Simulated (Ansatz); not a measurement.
# Molecular dynamics of Si16N

input.yaml

```yaml
accuracy: low
crystal:
  lattice:
    - [0.0, 5.43, 5.43]
    - [5.43, 0.0, 5.43]
    - [5.43, 5.43, 0.0]
  atoms:
    - { symbol: Si, position: [0.02241367, 0.01125104, 0.01076767] }
    - { symbol: Si, position: [0.13032953, 0.1710697, 0.11937182] }
    - { symbol: Si, position: [0.06489368, -0.05761233, 0.50373446] }
    - { symbol: Si, position: [0.20270108, 0.04167435, 0.63475222] }
    - { symbol: Si, position: [-0.06622682, 0.48078989, 0.14676964] }
    - { symbol: Si, position: [0.12839889, 0.60453225, 0.20212915] }
    - { symbol: Si, position: [-0.01342574, 0.42368819, 0.59631892] }
    - { symbol: Si, position: [0.03885347, 0.547508, 0.74780216] }
    - { symbol: Si, position: [0.53656993, 0.10949724, -0.15063246] }
    - { symbol: Si, position: [0.6648113, 0.17546979, 0.04037701] }
    - { symbol: Si, position: [0.56827836, -0.03318017, 0.41899731] }
    - { symbol: Si, position: [0.63404233, 0.19183942, 0.46845133] }
    - { symbol: Si, position: [0.4711369, 0.53105005, 0.03706773] }
    - { symbol: Si, position: [0.59226704, 0.75790994, 0.08059771] }
    - { symbol: Si, position: [0.41834626, 0.51551681, 0.53024896] }
    - { symbol: Si, position: [0.61285511, 0.61384002, 0.65709283] }
    - { symbol: "N", position: [0.40788358, 0.75230874, 0.33562577], spin: 1.0 }
magnetization:
  spin_polarized: true
basis:
  ecutwfc: 420.0
kpoints:
  mp_grid: { grid: [2, 2, 2] }
hamiltonian:
  xc: pbesol
  pseudopotentials: { kind: paw, azcp: { folder: soft_1 } }
scf:
  occupations: { method: fermi_dirac, width: 0.02 }
  lower_state_search: "off"
md:
  timestep: 1
  n_steps: 80
  ensemble: nvt_langevin
  temperature: 2100.0
  initial_velocities: maxwell_boltzmann
  seed: 683377
  friction: 0.05
```

Launched with:

```bash
$ ansatz run input.yaml --threads 1 --pin off --max-ram 3072MiB --backend cpu --events-out ev --progress --plain --runs-dir out
```

It goes on from the last frame of an earlier run, with new velocities.

Output, in part (warnings, step lines):

```
WARN: the starting moments were not kept: the SCF closed with an absolute magnetisation of 6.8e-5 μB, where they sum to 1 μB in size (1 site). That is at most 0.1 of that sum. Measured as dr2_m measures the in/out step, that magnetisation stands 1.5e-10 eV from none, at or under the dr2_threshold …
md step     0: t =     0.00 fs  T =  1976.5 K  F+E_penalty+E_count = -10315.86378715 eV  E_kin = 4.343136 eV  (15 SCF iters)
md step     1: t =     1.00 fs  T =  1729.9 K  F+E_penalty+E_count = -10315.84391793 eV  E_kin = 3.801299 eV  (8 SCF iters)
md step     2: t =     2.00 fs  T =  1626.6 K  F+E_penalty+E_count = -10315.80924347 eV  E_kin = 3.574296 eV  (8 SCF iters)
md step     3: t =     3.00 fs  T =  2028.8 K  F+E_penalty+E_count = -10315.79301984 eV  E_kin = 4.458122 eV  (8 SCF iters)
md step     4: t =     4.00 fs  T =  2010.5 K  F+E_penalty+E_count = -10315.78617429 eV  E_kin = 4.417898 eV  (8 SCF iters)
md step     5: t =     5.00 fs  T =  2303.6 K  F+E_penalty+E_count = -10315.78931780 eV  E_kin = 5.062008 eV  (7 SCF iters)
md step     6: t =     6.00 fs  T =  2185.5 K  F+E_penalty+E_count = -10315.77921681 eV  E_kin = 4.802359 eV  (8 SCF iters)
md step     7: t =     7.00 fs  T =  2255.4 K  F+E_penalty+E_count = -10315.76258092 eV  E_kin = 4.956139 eV  (7 SCF iters)
[... lines left out ...]
md step    80: t =    80.00 fs  T =  1741.7 K  F+E_penalty+E_count = -10315.16256802 eV  E_kin = 3.827298 eV  (8 SCF iters)
```

The steps, from the saved trajectory:

```json
{"time (fs)": "0", "T (K)": "1976", "potential energy less start (eV)": "0.000"}
{"time (fs)": "2", "T (K)": "1627", "potential energy less start (eV)": "0.055"}
{"time (fs)": "4", "T (K)": "2010", "potential energy less start (eV)": "0.078"}
{"time (fs)": "6", "T (K)": "2185", "potential energy less start (eV)": "0.085"}
{"time (fs)": "8", "T (K)": "2266", "potential energy less start (eV)": "0.098"}
{"time (fs)": "10", "T (K)": "2364", "potential energy less start (eV)": "0.097"}
{"time (fs)": "12", "T (K)": "2235", "potential energy less start (eV)": "0.170"}
{"time (fs)": "14", "T (K)": "2283", "potential energy less start (eV)": "0.252"}
{"time (fs)": "16", "T (K)": "1927", "potential energy less start (eV)": "0.344"}
{"time (fs)": "18", "T (K)": "2045", "potential energy less start (eV)": "0.369"}
{"time (fs)": "20", "T (K)": "1831", "potential energy less start (eV)": "0.325"}
{"time (fs)": "22", "T (K)": "1696", "potential energy less start (eV)": "0.274"}
{"time (fs)": "24", "T (K)": "1488", "potential energy less start (eV)": "0.213"}
{"time (fs)": "26", "T (K)": "2092", "potential energy less start (eV)": "0.257"}
{"time (fs)": "28", "T (K)": "2110", "potential energy less start (eV)": "0.363"}
{"time (fs)": "30", "T (K)": "1582", "potential energy less start (eV)": "0.480"}
{"time (fs)": "32", "T (K)": "1453", "potential energy less start (eV)": "0.574"}
{"time (fs)": "34", "T (K)": "1622", "potential energy less start (eV)": "0.575"}
{"time (fs)": "36", "T (K)": "1970", "potential energy less start (eV)": "0.661"}
{"time (fs)": "38", "T (K)": "1880", "potential energy less start (eV)": "0.787"}
{"time (fs)": "40", "T (K)": "2162", "potential energy less start (eV)": "0.897"}
{"time (fs)": "42", "T (K)": "2152", "potential energy less start (eV)": "0.900"}
{"time (fs)": "44", "T (K)": "2209", "potential energy less start (eV)": "0.893"}
{"time (fs)": "46", "T (K)": "2239", "potential energy less start (eV)": "0.852"}
{"time (fs)": "48", "T (K)": "2045", "potential energy less start (eV)": "0.752"}
{"time (fs)": "50", "T (K)": "2408", "potential energy less start (eV)": "0.659"}
{"time (fs)": "52", "T (K)": "2787", "potential energy less start (eV)": "0.579"}
{"time (fs)": "54", "T (K)": "2897", "potential energy less start (eV)": "0.529"}
{"time (fs)": "56", "T (K)": "3095", "potential energy less start (eV)": "0.517"}
{"time (fs)": "58", "T (K)": "2955", "potential energy less start (eV)": "0.541"}
{"time (fs)": "60", "T (K)": "2844", "potential energy less start (eV)": "0.617"}
{"time (fs)": "62", "T (K)": "2655", "potential energy less start (eV)": "0.659"}
{"time (fs)": "64", "T (K)": "2370", "potential energy less start (eV)": "0.754"}
{"time (fs)": "66", "T (K)": "2314", "potential energy less start (eV)": "0.854"}
{"time (fs)": "68", "T (K)": "2633", "potential energy less start (eV)": "0.931"}
{"time (fs)": "70", "T (K)": "2128", "potential energy less start (eV)": "0.990"}
{"time (fs)": "72", "T (K)": "1929", "potential energy less start (eV)": "0.981"}
{"time (fs)": "74", "T (K)": "1987", "potential energy less start (eV)": "0.883"}
{"time (fs)": "76", "T (K)": "2132", "potential energy less start (eV)": "0.694"}
{"time (fs)": "78", "T (K)": "1704", "potential energy less start (eV)": "0.626"}
{"time (fs)": "80", "T (K)": "1742", "potential energy less start (eV)": "0.701"}
```

The run went to its last step. The mean temperature of the second half is 14 % above the set value. A run of 0.08 ps of so small a system gives no equilibrium averages. Limits of this set-up: coarse k mesh, PAW files made for another functional, a small cell, in which the defect meets its images, low accuracy level.

Mean squared displacements from the first frame to the last, about the centre of mass: Si 0.24 Å², N 0.57 Å².

Last frame:

```xyz
17
Lattice="0.0000 5.4300 5.4300 5.4300 0.0000 5.4300 5.4300 5.4300 0.0000" Properties=species:S:1:pos:R:3
Si 0.034 0.008 -0.218
Si 1.458 1.280 1.671
Si 2.213 3.099 0.352
Si 3.825 4.406 1.526
Si 3.629 -0.219 2.252
Si 4.438 1.660 3.991
Si 5.621 3.216 2.440
Si 7.192 4.578 3.796
Si -0.083 1.913 3.772
Si 1.574 3.947 4.387
Si 2.431 5.565 2.848
Si 3.490 6.835 4.798
Si 3.227 2.582 5.600
Si 4.957 2.931 7.204
Si 5.425 5.577 5.435
Si 6.771 7.120 6.680
N 5.768 3.623 5.780
```

Time of the run: 19 min on 1 thread of Arm Neoverse V2, on a shared host, peak memory 0.65 GiB.
